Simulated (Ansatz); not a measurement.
# GaN: a strain scan

This session takes GaN and sets out to see how energy and stress answer to the strain pattern (0, 0, 1, 0, 0, 0).

Computed with Ansatz 0.2.0 (DFT r2SCAN, scalar-relativistic, plane waves, PAW, unless a step's input says otherwise).

1 further run of the same task is left out (set aside as unsound or not needed). Runs told in other sessions of the task aren't counted.

### Step 1. The structure to begin with

Symmetry: F-43m, No. 216, cubic system. Conventional cell: a = 4.498 Å, b = 4.498 Å, c = 4.498 Å, α = 90.00°, β = 90.00°, γ = 90.00°. Ga (site symmetry -43m) has 4 N at 1.95 Å in its first shell of neighbours. N (site symmetry -43m) has 4 Ga at 1.95 Å in its first shell of neighbours.

Coordinates:

```cif
data_structure
_symmetry_space_group_name_H-M 'P 1'
_symmetry_Int_Tables_number 1
_cell_length_a 3.1805
_cell_length_b 3.1805
_cell_length_c 3.1805
_cell_angle_alpha 60.000
_cell_angle_beta 60.000
_cell_angle_gamma 60.000
_cell_volume 22.75
loop_
_atom_site_label
_atom_site_type_symbol
_atom_site_fract_x
_atom_site_fract_y
_atom_site_fract_z
_atom_site_occupancy
Ga1 Ga 0.00000 0.00000 0.00000 1
N1 N 0.75000 0.75000 0.75000 1
```

It goes back to an entry of the Materials Project.

It is the result of an earlier relaxation at this level (volume 11.37 Å³/atom; gap on the mesh: 2.17 eV).

### Step 2. Zero of energy

The reference gives a free energy of -4176.3731 eV, pressure 0.00 GPa, largest force 0.000 eV/Å and gap on the mesh 2.17 eV. It was computed beforehand with the settings of the runs below.

### Step 3. Next: a strain scan

The cell is strained by ε times the Voigt pattern (0, 0, 1, 0, 0, 0) (xx, yy, zz, yz, xz, xy; engineering shear), with fractional coordinates fixed (clamped ions). The stress on the pattern is the sum of the stress components weighted by it, tension positive.

### Step 4. ε = -0.0600

The input, input.yaml:

```yaml
crystal:
  lattice:
    - [0.0, 2.2489367673, 2.1140005613]
    - [2.2489367673, 0.0, 2.1140005613]
    - [2.2489367673, 2.2489367673, 0.0]
  atoms:
    - { symbol: Ga, position: [0.0, 0.0, 0.0] }
    - { symbol: "N", position: [0.75, 0.75, 0.75] }
basis:
  ecutwfc: 500
kpoints:
  mp_grid: { grid: [10, 10, 10] }
hamiltonian:
  xc: r2scan
scf:
  occupations: { method: gaussian, width: 0.05 }
output:
  forces: true
  stress: true
  eigenvalues: true
```

Started as:

```sh
> ansatz run input.yaml --threads 1 --pin off --max-ram 2560MiB --backend cpu --events-out ev --progress --plain --runs-dir out
```

### Step 5. ε = 0.0450

input.yaml, as its differences from that of step 4:

```diff
@@ -2,4 +2,4 @@
   lattice:
-    - [0.0, 2.2489367673, 2.1140005613]
-    - [2.2489367673, 0.0, 2.1140005613]
+    - [0.0, 2.2489367673, 2.3501389218]
+    - [2.2489367673, 0.0, 2.3501389218]
     - [2.2489367673, 2.2489367673, 0.0]
```

### Step 6. At ε = -0.0300

input.yaml, as its differences from that of step 5:

```diff
@@ -2,4 +2,4 @@
   lattice:
-    - [0.0, 2.2489367673, 2.3501389218]
-    - [2.2489367673, 0.0, 2.3501389218]
+    - [0.0, 2.2489367673, 2.1814686643]
+    - [2.2489367673, 0.0, 2.1814686643]
     - [2.2489367673, 2.2489367673, 0.0]
```

### Step 7. ε = 0.0150

input.yaml, as its differences from that of step 6:

```diff
@@ -2,4 +2,4 @@
   lattice:
-    - [0.0, 2.2489367673, 2.1814686643]
-    - [2.2489367673, 0.0, 2.1814686643]
+    - [0.0, 2.2489367673, 2.2826708188]
+    - [2.2489367673, 0.0, 2.2826708188]
     - [2.2489367673, 2.2489367673, 0.0]
```

### Step 8. ε = 0.0600

input.yaml, as its differences from that of step 7:

```diff
@@ -2,4 +2,4 @@
   lattice:
-    - [0.0, 2.2489367673, 2.2826708188]
-    - [2.2489367673, 0.0, 2.2826708188]
+    - [0.0, 2.2489367673, 2.3838729733]
+    - [2.2489367673, 0.0, 2.3838729733]
     - [2.2489367673, 2.2489367673, 0.0]
```

### Step 9. At ε = -0.0450

input.yaml, as its differences from that of step 8:

```diff
@@ -2,4 +2,4 @@
   lattice:
-    - [0.0, 2.2489367673, 2.3838729733]
-    - [2.2489367673, 0.0, 2.3838729733]
+    - [0.0, 2.2489367673, 2.1477346128]
+    - [2.2489367673, 0.0, 2.1477346128]
     - [2.2489367673, 2.2489367673, 0.0]
```

### Step 10. At ε = 0.0300

input.yaml, as its differences from that of step 9:

```diff
@@ -2,4 +2,4 @@
   lattice:
-    - [0.0, 2.2489367673, 2.1477346128]
-    - [2.2489367673, 0.0, 2.1477346128]
+    - [0.0, 2.2489367673, 2.3164048703]
+    - [2.2489367673, 0.0, 2.3164048703]
     - [2.2489367673, 2.2489367673, 0.0]
```

### Step 11. ε = -0.0150

input.yaml, as its differences from that of step 10:

```diff
@@ -2,4 +2,4 @@
   lattice:
-    - [0.0, 2.2489367673, 2.3164048703]
-    - [2.2489367673, 0.0, 2.3164048703]
+    - [0.0, 2.2489367673, 2.2152027158]
+    - [2.2489367673, 0.0, 2.2152027158]
     - [2.2489367673, 2.2489367673, 0.0]
```

### Step 12. ε = 0.0525

input.yaml, as its differences from that of step 11:

```diff
@@ -2,4 +2,4 @@
   lattice:
-    - [0.0, 2.2489367673, 2.2152027158]
-    - [2.2489367673, 0.0, 2.2152027158]
+    - [0.0, 2.2489367673, 2.3670059476]
+    - [2.2489367673, 0.0, 2.3670059476]
     - [2.2489367673, 2.2489367673, 0.0]
```

(Steps that only read results are left out.)

**Question.** What will these runs give? Wanted: slope of the stress at ε = 0, over ±0.0150.

**Answer**, as computed:

| quantity | value |
| --- | --- |
| slope of the stress at ε = 0, over ±0.0150 | 284 GPa |

**Reading.** From the stress slope, C33 is about 284 GPa with the ions clamped; letting the atoms relax could not make it stiffer. No sampled point lies below the undisturbed cell. The gap on the mesh stays between 1.66 and 2.40 eV.
